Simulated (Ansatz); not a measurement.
Runs of Ansatz 0.2.0 on Cu. The structure is hexagonal, space group P6_3/mmc (No. 194). The conventional cell has a = 2.534 Å, b = 2.534 Å, c = 4.113 Å, α = 90.00°, β = 90.00°, γ = 120.00°. Around Cu (site symmetry -6m2) lie 12 Cu at 2.52 to 2.53 Å. This isn't the form of Cu at room conditions, which is fcc.

| task | level | k mesh | cutoff (eV) | q mesh | points for each segment of the path | atoms under strain | gap on the mesh (eV) | V0 of scaled cells (Å³/atom) | B0 (GPa) |
| --- | --- | --- | --- | --- | --- | --- | --- | --- | --- |
| phonons | PBEsol | 10 × 10 × 6 | 420 | 2 × 2 × 2 | 8 | - | none | - | - |
| equation of state | LDA | 12 × 12 × 7 | 420 | - | - | - | - | 10.91 | 187 |
| equation of state | r2SCAN | 12 × 12 × 7 | 500 | - | - | - | - | (a) | 161 |
| elastic constants | PBEsol | 10 × 10 × 6 | 420 | - | - | relaxed | none | - | - |

Alike in all rows: potentials or basis Ansatz PAW; no spin polarisation; cell as given; smearing fermi-dirac 0.05 eV.

Fill in the values left out.

(a) 11.46.

Caveats: the PAW data sets come from PBE, with cores solved anew for the run's functional, which leaves a small shift of forces and pressure (some runs); the cell was scaled at fixed shape and fractional positions, which overstates the stiffness of a crystal with free parameters, most of all of layers and chains (some runs); some levels weren't fully converged (some runs); the PAW data sets were made with another functional, which shifts forces and pressure a little (some runs); elastic constants of metals need much finer meshes, so these are rough (some runs).

A gap of «none» marks a metal or a gap under the smearing width.
